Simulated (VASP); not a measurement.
**BAs: single point with LDA**

Crystal: BAs.

```
B As
1.0
     0.00000    2.36593    2.36593
     2.36593    0.00000    2.36593
     2.36593    2.36593    0.00000
B As
1 1
Direct
  0.00000 0.00000 0.00000
  0.25000 0.25000 0.25000
```

```json
{
  "Program": "VASP 6.6.1",
  "Task": "single point",
  "Functional": "LDA",
  "Potentials or basis": "VASP PAW LDA potentials, release 64 (B, As)",
  "Cutoff": "520 eV",
  "k mesh": "10 × 10 × 10",
  "Occupations": "gaussian, width 0.02 eV",
  "Spin": "no spin polarisation",
  "Dipole correction": "no",
  "Further INCAR settings": "ALGO = Fast; EDIFF = 1e-06; NBANDS = 11"
}
```

The pressure is 1.0 GPa and the band gap on the k mesh is 1.10 eV, indirect (least direct gap 3.29 eV).

Levels at points of the mesh, in eV from the valence-band top:
```csv
k point,band 1,band 2,band 3,band 4,band 5,band 6,band 7,band 8,band 9
"(0.00, 0.00, 0.00)",-15.64,0.00,0.00,0.00,3.29,3.29,3.29,5.06,9.50
"(0.50, 0.00, 0.00)",-12.68,-8.97,-1.87,-1.87,2.86,4.78,4.78,8.75,12.69
"(0.50, 0.50, 0.00)",-11.35,-8.59,-4.20,-4.20,1.32,1.38,11.51,11.51,12.90
```

Run time: 36 s on 1 thread of Intel(R) Xeon(R) Platinum 8175M CPU @ 2.50GHz (Skylake/Cascade Lake), on a shared host, peak memory 0.14 GiB.

A k mesh can miss the band edges. Expect the measured gap to be larger: semilocal functionals such as LDA lack the derivative discontinuity.
